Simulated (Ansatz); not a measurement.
# Ga: stress in a strained cell

Ga is deformed so: equal xy, yz and zx engineering shear strains of +3 %. What stress and forces result, by LAPW, PAW and all-electron datasets made for the crystal?

Method: DFT PBE, scalar-relativistic, in Ansatz 0.2.0.

## 1. The structure to begin with

Symmetry: Cmce, No. 64, orthorhombic system. The conventional cell has a = 4.511 Å, b = 7.645 Å, c = 4.517 Å, α = 90.00°, β = 90.00°, γ = 90.00°. Ga (site symmetry m) is surrounded by 7 Ga at 2.44 to 2.79 Å.

Structure file:

```cif
data_structure
_symmetry_space_group_name_H-M 'P 1'
_symmetry_Int_Tables_number 1
_cell_length_a 4.4382
_cell_length_b 4.4382
_cell_length_c 4.5167
_cell_angle_alpha 90.000
_cell_angle_beta 90.000
_cell_angle_gamma 118.916
_cell_volume 77.88
loop_
_atom_site_label
_atom_site_type_symbol
_atom_site_fract_x
_atom_site_fract_y
_atom_site_fract_z
_atom_site_occupancy
Ga1 Ga 0.15250 0.84750 0.07850 1
Ga2 Ga 0.65250 0.34750 0.42150 1
Ga3 Ga 0.84750 0.15250 0.92150 1
Ga4 Ga 0.34750 0.65250 0.57850 1
```

Atoms are numbered in the order of the input: Ga1, Ga2, Ga3, Ga4.

## 2. The deformed structure

Space group Cmce before, P-1 after.

## 3. LAPW, all electrons

input.yaml reads:

```yaml
crystal:
  lattice:
    - [2.198014, -3.78856975, -0.02350575]
    - [2.312686, 3.85623025, 0.09116625]
    - [0.0677505, 0.0677505, 4.5167]
  atoms:
    - { symbol: Ga, position: [0.1525, 0.8475, 0.0785] }
    - { symbol: Ga, position: [0.6525, 0.3475, 0.4215] }
    - { symbol: Ga, position: [0.8475, 0.1525, 0.9215] }
    - { symbol: Ga, position: [0.3475, 0.6525, 0.5785] }
kpoints:
  mp_grid: { grid: [9, 9, 8] }
  band_path:
    path:
      - [0.0, 0.0, 0.0]
      - [0.5, 0.0, 0.0]
      - [0.0, 0.0, -0.5]
      - [0.0, 0.0, 0.0]
      - [0.0, 0.5, 0.0]
      - [-0.5, 0.5, 0.5]
      - [0.0, 0.0, 0.0]
      - [0.0, 0.5, 0.5]
      - [-0.5, 0.5, 0.0]
    npoints: 5
scf:
  occupations: { method: fermi_dirac, width: 0.05 }
hamiltonian:
  xc: pbe
  pseudopotentials: { kind: all_electron, lapw: { basis_error: 0.001 } }
output:
  forces: true
  stress: true
  eigenvalues: true
```

Started as:

```console
$ ansatz run input.yaml --threads 1 --pin off --max-ram 6144MiB --backend cpu --events-out ev --progress --plain --runs-dir out
```

## 4. PAW on the default files

input.yaml reads:

```yaml
crystal:
  lattice:
    - [2.198014, -3.78856975, -0.02350575]
    - [2.312686, 3.85623025, 0.09116625]
    - [0.0677505, 0.0677505, 4.5167]
  atoms:
    - { symbol: Ga, position: [0.1525, 0.8475, 0.0785] }
    - { symbol: Ga, position: [0.6525, 0.3475, 0.4215] }
    - { symbol: Ga, position: [0.8475, 0.1525, 0.9215] }
    - { symbol: Ga, position: [0.3475, 0.6525, 0.5785] }
kpoints:
  mp_grid: { grid: [9, 9, 8] }
scf:
  occupations: { method: fermi_dirac, width: 0.05 }
hamiltonian:
  xc: pbe
  pseudopotentials: { kind: paw }
output:
  forces: true
  stress: true
  eigenvalues: true
  efg: { contact_densities: true }
```

## 5. Datasets made for this crystal

Edit input.yaml of step 4 so:

```diff
@@ -16,3 +16,3 @@
   xc: pbe
-  pseudopotentials: { kind: paw }
+  pseudopotentials: { kind: all_electron, datasets: crystal }
 output:
```

(Steps that only read results are left out.)

Before running it: what results should come out? Wanted: pressure; largest shear or deviatoric stress.

**Answer**, as computed:

| quantity | value |
| --- | --- |
| pressure | LAPW 2.51, PAW 2.49, crystal datasets 2.51 GPa |
| largest shear or deviatoric stress (LAPW) | 1.67 GPa |

**Reading.** The largest part of the stress beyond the pressure is 1.67 GPa in size, in the yy component; the atoms are carried along and not relaxed. No run of the undeformed cell stands beside it, so the pressure holds what the given cell had before the change. PAW: stress within 0.03 GPa of LAPW, forces within 2 meV/Å. Crystal datasets: stress within 0.01 GPa of LAPW, forces within 1 meV/Å.
